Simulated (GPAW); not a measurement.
# Al2Pt (Fm-3m) in GPAW: further runs, part 2 of 3

GPAW 26.7.0. The steps go on from the part before.

### Step 3. Band structure, LDA

Input file run.py:

```python
from ase.dft.bandgap import bandgap
from ase.io import read, write
from ase.units import GPa
from gpaw import GPAW, PW

atoms = read('POSCAR')

calc = GPAW(mode=PW(600),
            xc='LDA',
            kpts={'size': (8, 8, 8), 'gamma': True},
            occupations={'name': 'fermi-dirac', 'width': 0.05},
            nbands=23,
            convergence={'density': 1e-05, 'energy': 1e-05},
            maxiter=150,
            txt='gpaw.txt')
atoms.calc = calc
energy = atoms.get_potential_energy()
forces = atoms.get_forces()
stress = atoms.get_stress()
calc.write('gs.gpw')
write('result.traj', atoms)
print(f'Energy: {energy:.6f} eV')
print('Forces (eV/A):')
print(forces.round(4))
print('Stress (GPa):', (stress / GPa).round(3))
print('Fermi level:', round(calc.get_fermi_level(), 4), 'eV')
print(f'Gap: {bandgap(calc)[0]:.4f} eV, direct: {bandgap(calc, direct=True)[0]:.4f} eV')

path = atoms.cell.bandpath('GXWKGLUWLK,UX', npoints=100, eps=1e-4)
bs_calc = calc.fixed_density(kpts=path, symmetry='off', nbands=36,
                             convergence={'bands': 'CBM+6.0', 'eigenstates': 1e-6}, txt='bands.txt')
bs = bs_calc.band_structure()
bs.write('bs.json')
print(f'Gap on the path: {bandgap(bs_calc)[0]:.4f} eV')
```

Input file POSCAR:

```
Al2Pt
1.0
    0.0000000000      2.9550000000      2.9550000000
    2.9550000000      0.0000000000      2.9550000000
    2.9550000000      2.9550000000      0.0000000000
Pt Al
1 2
Direct
    0.0000000000      0.0000000000      0.0000000000
    0.7500000000      0.7500000000      0.7500000000
    0.2500000000      0.2500000000      0.2500000000
```

Potentials or basis: the program's PAW data sets (release 1.2.1) made for this functional, pw.

The run is started by

```bash
$ OMP_NUM_THREADS=1 python run.py
```

gpaw.txt:

```text
__  _  _
 | _ |_)|_||  |
 |__||  | ||/\| - 26.7.0

Input parameters:
  mode=PW(ecut=600.0),
  convergence={'density': 1e-05, 'energy': 1e-05},
  kpts=MonkhorstPack(size=(8, 8, 8), gamma=True),
  maxiter=150,
  nbands=23,
  occupations=Occupations(name='fermi-dirac', width=0.05),
  xc=XC(name='LDA')

Diagonalizing LCAO Hamiltonian
Converting LCAO to pw mode

                     Al

            Al

       Pt

Atoms  # Å, Bohr magnetons
|   | symbol |        x |        y |        z |    initial magnetic moments |
|---|--------|----------|----------|----------|-----------------------------|
| 0 |     Pt | 0.000000 | 0.000000 | 0.000000 | ( 0.0000,  0.0000,  0.0000) |
| 1 |     Al | 4.432500 | 4.432500 | 4.432500 | ( 0.0000,  0.0000,  0.0000) |
| 2 |     Al | 1.477500 | 1.477500 | 1.477500 | ( 0.0000,  0.0000,  0.0000) |

Unit cell  # Å
| periodic |        x |        y |        z |  lengths |    angles |
|----------|----------|----------|----------|----------|-----------|
|      yes | 0.000000 | 2.955000 | 2.955000 | 4.179001 | 60.000000 |
|      yes | 2.955000 | 0.000000 | 2.955000 | 4.179001 | 60.000000 |
|      yes | 2.955000 | 2.955000 | 0.000000 | 4.179001 | 60.000000 |

Number of symmetries: 48
Symmetry operations  # r_c * U_cc + t_c -> r_c
|    | kind |            matrix            |
|----|------|------------------------------|
|  0 |  σ   |  1, 0, 0,  1, 0,-1,  1,-1, 0 |
|  1 |  C2  |  1, 0, 0,  1,-1, 0,  1, 0,-1 |
|  2 |  E   |  1, 0, 0,  0, 1, 0,  0, 0, 1 |
|  3 |  σ   |  1, 0, 0,  0, 0, 1,  0, 1, 0 |
|  4 |  C4  |  1, 0,-1,  1, 0, 0,  1,-1, 0 |
|  5 |  S6  |  1, 0,-1,  1,-1, 0,  1, 0, 0 |
|  6 |  σ   |  1, 0,-1,  0, 1,-1,  0, 0,-1 |
|  7 |  C3  |  1, 0,-1,  0, 0,-1,  0, 1,-1 |
|  8 |  S6  |  1,-1, 0,  1, 0, 0,  1, 0,-1 |
|  9 |  C4  |  1,-1, 0,  1, 0,-1,  1, 0, 0 |
| 10 |  C3  |  1,-1, 0,  0,-1, 1,  0,-1, 0 |
| 11 |  σ   |  1,-1, 0,  0,-1, 0,  0,-1, 1 |
| 12 |  σ   |  0, 1, 0,  1, 0, 0,  0, 0, 1 |
| 13 |  C4  |  0, 1, 0,  0, 1,-1, -1, 1, 0 |
| 14 |  C3  |  0, 1, 0,  0, 0, 1,  1, 0, 0 |
| 15 |  S6  |  0, 1, 0, -1, 1, 0,  0, 1,-1 |
| 16 |  C2  |  0, 1,-1,  1, 0,-1,  0, 0,-1 |
| 17 |  σ   |  0, 1,-1,  0, 1, 0, -1, 1, 0 |
| 18 |  S4  |  0, 1,-1,  0, 0,-1,  1, 0,-1 |
| 19 |  C4  |  0, 1,-1, -1, 1, 0,  0, 1, 0 |
| 20 |  C3  |  0, 0, 1,  1, 0, 0,  0, 1, 0 |
| 21 |  σ   |  0, 0, 1,  0, 1, 0,  1, 0, 0 |
| 22 |  S6  |  0, 0, 1,  0,-1, 1, -1, 0, 1 |
| 23 |  C4  |  0, 0, 1, -1, 0, 1,  0,-1, 1 |
| 24 |  S4  |  0, 0,-1,  1, 0,-1,  0, 1,-1 |
| 25 |  C3  |  0, 0,-1,  0, 1,-1,  1, 0,-1 |
| 26 |  C2  |  0, 0,-1,  0,-1, 0, -1, 0, 0 |
| 27 |  S6  |  0, 0,-1, -1, 0, 0,  0,-1, 0 |
| 28 |  S4  |  0,-1, 1,  1,-1, 0,  0,-1, 0 |
| 29 |  C4  |  0,-1, 1,  0, 0, 1, -1, 0, 1 |
| 30 |  C2  |  0,-1, 1,  0,-1, 0,  1,-1, 0 |
| 31 |  σ   |  0,-1, 1, -1, 0, 1,  0, 0, 1 |
| 32 |  C3  |  0,-1, 0,  1,-1, 0,  0,-1, 1 |
| 33 |  S6  |  0,-1, 0,  0, 0,-1, -1, 0, 0 |
| 34 |  S4  |  0,-1, 0,  0,-1, 1,  1,-1, 0 |
| 35 |  C2  |  0,-1, 0, -1, 0, 0,  0, 0,-1 |
| 36 |  C2  | -1, 1, 0,  0, 1, 0,  0, 1,-1 |
| 37 |  S6  | -1, 1, 0,  0, 1,-1,  0, 1, 0 |
| 38 |  S4  | -1, 1, 0, -1, 0, 1, -1, 0, 0 |
| 39 |  C3  | -1, 1, 0, -1, 0, 0, -1, 0, 1 |
| 40 |  S6  | -1, 0, 1,  0, 0, 1,  0,-1, 1 |
| 41 |  C2  | -1, 0, 1,  0,-1, 1,  0, 0, 1 |
| 42 |  C3  | -1, 0, 1, -1, 1, 0, -1, 0, 0 |
| 43 |  S4  | -1, 0, 1, -1, 0, 0, -1, 1, 0 |
| 44 |  C2  | -1, 0, 0,  0, 0,-1,  0,-1, 0 |
| 45 |  i   | -1, 0, 0,  0,-1, 0,  0, 0,-1 |
| 46 |  σ   | -1, 0, 0, -1, 1, 0, -1, 0, 1 |
| 47 |  C2  | -1, 0, 0, -1, 0, 1, -1, 1, 0 |

BZ-sampling:
  Number of BZ points: 512
  Number of IBZ points: 29

  Monkhorst-Pack size: [8, 8, 8]
  Monkhorst-Pack shift: [0.0625, 0.0625, 0.0625]

K-points  # in reciprocal-cell coordinates
|     |                                coordinates |     weight |
|-----|--------------------------------------------|------------|
|   0 | (  0.00000000,   0.00000000,   0.00000000) | 0.00195312 |
|   1 | (  0.12500000,   0.12500000,   0.00000000) | 0.01171875 |
|   2 | (  0.12500000,   0.12500000,   0.12500000) | 0.01562500 |
|   3 | (  0.25000000,   0.12500000,   0.12500000) | 0.02343750 |
|   4 | (  0.25000000,   0.25000000,   0.00000000) | 0.01171875 |
|   5 | (  0.25000000,   0.25000000,   0.12500000) | 0.04687500 |
|   6 | (  0.25000000,   0.25000000,   0.25000000) | 0.01562500 |
|   7 | (  0.37500000,   0.25000000,  -0.37500000) | 0.04687500 |
|   8 | (  0.37500000,   0.25000000,   0.12500000) | 0.04687500 |
|   9 | (  0.37500000,   0.25000000,   0.25000000) | 0.04687500 |
| ... |                                            |            |
|  28 | (  0.50000000,   0.50000000,   0.50000000) | 0.00781250 |

Plane wave coefficients: 1759
Cutoff: 600.0 eV

Spin-components: 1 (collinear spins)
Bands:           23
Projectors:      16
Spin-degeneracy: 2
Datatype:        complex128

Parallelization:
  kpt:    1
  domain: 1
  band:   1

Density:
  Valence electrons: 22.0
  Components: 1
  Grid points: [24 24 24]
  Charge: 0.0  # |e|

Potential:
  Grid points: [24 24 24]

species:
  Pt:
    name:    Platinum
    Z:       78.0
    valence: 16
    core:    62
    charge:  0.0  # [|e|]
    compensation charges:
      type: gauss
      rc: 0.41  # [Å]
      lmax: 2
    cutoffs:
      filter: 2.26  # [Å]
      core: 2.26  # [Å]
    projectors
    | kind |    occ | energy [eV] | rcut [Å] |
    |------|--------|-------------|----------|
    |   6s |  1.000 |      -5.930 |    1.307 |
    |   5p |  6.000 |     -56.318 |    1.371 |
    |   6p |  0.000 |      -0.962 |    1.371 |
    |   5d |  9.000 |      -6.387 |    1.307 |
    |    s |        |      21.281 |    1.307 |
    |    d |        |      20.825 |    1.307 |

    Using partial waves for Pt as LCAO basis

  Al:
    name:    Aluminium
    Z:       13.0
    valence: 3
    core:    10
    charge:  0.0  # [|e|]
    compensation charges:
      type: gauss
      rc: 0.34  # [Å]
      lmax: 2
    cutoffs:
      filter: 1.91  # [Å]
      core: 2.36  # [Å]
    projectors
    | kind |    occ | energy [eV] | rcut [Å] |
    |------|--------|-------------|----------|
    |   3s |  2.000 |      -7.830 |    1.085 |
    |   3p |  1.000 |      -2.783 |    1.085 |
    |    s |        |      19.382 |    1.085 |
    |    p |        |      24.428 |    1.085 |
    |    d |        |       0.000 |    1.085 |

    Using partial waves for Al as LCAO basis

Reference energy: -513253.591483  # eV

eigensolver:
  PPCG
  Converge bands: occupied
  niter=2

density mixing:
  MSR1-Mixer
  Pratt-step length: 0.05
  Maximum mixing coefficient: 0.75
  Old densities: 10
  SVD Regularization: 0.005
  Good broyden scale: 1.0
  Trust region scale: 1.0
  Backstep threshold: 4.0
  History deletion threshold: 6.0
  Fourier metric: weight=20.0, sigma=0.015

occupation numbers:
  Fermi-Dirac:
    width: 0.0500  # eV

poisson solver:
  ecut: 4800.0  # eV

xc functional:
  name: None

convergence criteria:
- Maximum integral of absolute [dens]ity change: 1e-05 electrons / valence electron
- Maximum [total energy] change in last 3 cyles: 1e-05 eV / valence electron
- Maximum integral of absolute [eigenst]ate change: 4e-08 eV^2 / valence electron
maximum number of iterations: 150

SCF iterations
|iter     | |      energy | eigst |  dens |
|---------|-|-------------|-------|-------|
|iter:   1| |  -19.820291 | +0.39 |       |
|iter:   2| |  -19.567507 | -2.12 | -0.98 |
|iter:   3| |  -18.943632 | -1.77 | -1.03 |
|iter:   4| |  -18.893596 | -3.29 | -1.47 |
|iter:   5| |  -18.881544 | -3.48 | -1.81 |
|iter:   6| |  -18.881533 | -4.64 | -2.55 |
|iter:   7| |  -18.881550c| -5.58 | -3.15 |
|iter:   8| |  -18.881549c| -7.44c| -3.99 |
|iter:   9| |  -18.881548c| -7.70c| -4.30 |
|iter:  10| |  -18.881548c| -8.89c| -5.92c|

Converged in 10 steps
Energy contributions relative to reference atoms: (reference = -513253.591483)

Energy contributions:
  Kinetic:           2.033775
  Coulomb:          -1.887215
  Zero:             -0.439877
  External:          0.000000
  Xc:              -18.581972
  Entropy:          -0.012517
  Spinorbit:         0.000000
  ----------------------------
  Free energy:     -18.887806
  Extrapolated:    -18.881548

dipole moment: (-20.561907, -20.561907, -20.561907)  # |e|*Ang

Fermi level: 7.337
Eigenvalues  # (at kpt = [0.000, 0.000, 0.000])
| band index |      eig [eV] | occ [0-2] |
|------------|---------------|-----------|
|          0 |       -45.840 |     2.000 |
|          1 |       -45.840 |     2.000 |
|          2 |       -45.840 |     2.000 |
|          3 |        -2.836 |     2.000 |
|          4 |         2.323 |     2.000 |
|          5 |         2.323 |     2.000 |
[... 9 lines left out ...]
|         15 |        12.756 |     0.000 |
|         16 |        13.673 |     0.000 |
|        ... |               |           |
|         22 |        19.857 |     0.000 |

No gap
No difference between direct/indirect transitions

Forces  # eV/Ang
|        x |        y |        z |
|----------|----------|----------|
|  0.00000 | -0.00000 | -0.00000 |  # Pt   0
| -0.00000 |  0.00000 | -0.00000 |  # Al   1
| -0.00000 | -0.00000 |  0.00000 |  # Al   2

Stress tensor  # eV/Ang^3
|        x |        y |        z |
|----------|----------|----------|
| 0.022253 | 0.000000 | 0.000000 |
| 0.000000 | 0.022253 | 0.000000 |
| 0.000000 | 0.000000 | 0.022253 |

# Writing to gs.gpw (mode='')
```

Wall time 38 s (1 thread of Intel Xeon 6975P-C (Granite Rapids), shared host); peak memory 0.33 GiB.

Results:

| Item | Value |
| --- | --- |
| Free energy | -18.8878 eV |
| Pressure | -3.6 GPa |
| Band gap along the path | none (metal or under the smearing width) |

Levels at the corners of the path, in eV from the Fermi level:
| point | band 8 | band 9 | band 10 | band 11 | band 12 | band 13 | band 14 | band 15 |
| --- | --- | --- | --- | --- | --- | --- | --- | --- |
| Γ | -3.68 | -3.68 | 2.85 | 3.86 | 3.86 | 3.86 | 5.42 | 5.42 |
| X | -3.76 | -3.38 | -3.19 | -1.55 | -1.55 | 3.11 | 3.39 | 8.17 |
| W | -3.76 | -3.24 | -2.75 | -2.75 | -0.87 | 5.20 | 5.20 | 6.20 |
| K | -3.94 | -3.62 | -3.03 | -1.98 | -0.57 | 3.28 | 5.43 | 6.80 |
| Γ | -3.68 | -3.68 | 2.85 | 3.86 | 3.86 | 3.86 | 5.42 | 5.42 |
| L | -3.68 | -3.46 | -3.46 | 1.06 | 1.06 | 3.74 | 5.16 | 5.16 |
| U | -3.94 | -3.62 | -3.03 | -1.98 | -0.57 | 3.28 | 5.43 | 6.80 |
| W | -3.76 | -3.24 | -2.75 | -2.75 | -0.87 | 5.20 | 5.20 | 6.20 |
| L | -3.68 | -3.46 | -3.46 | 1.06 | 1.06 | 3.74 | 5.16 | 5.16 |
| K | -3.94 | -3.62 | -3.03 | -1.98 | -0.57 | 3.28 | 5.43 | 6.80 |
| U | -3.94 | -3.62 | -3.03 | -1.98 | -0.57 | 3.28 | 5.43 | 6.80 |
| X | -3.76 | -3.38 | -3.19 | -1.55 | -1.55 | 3.11 | 3.39 | 8.17 |

Caveat: spin-orbit coupling is left out, which moves the levels of the heavy elements.

(Continued in part 3 of 3.)
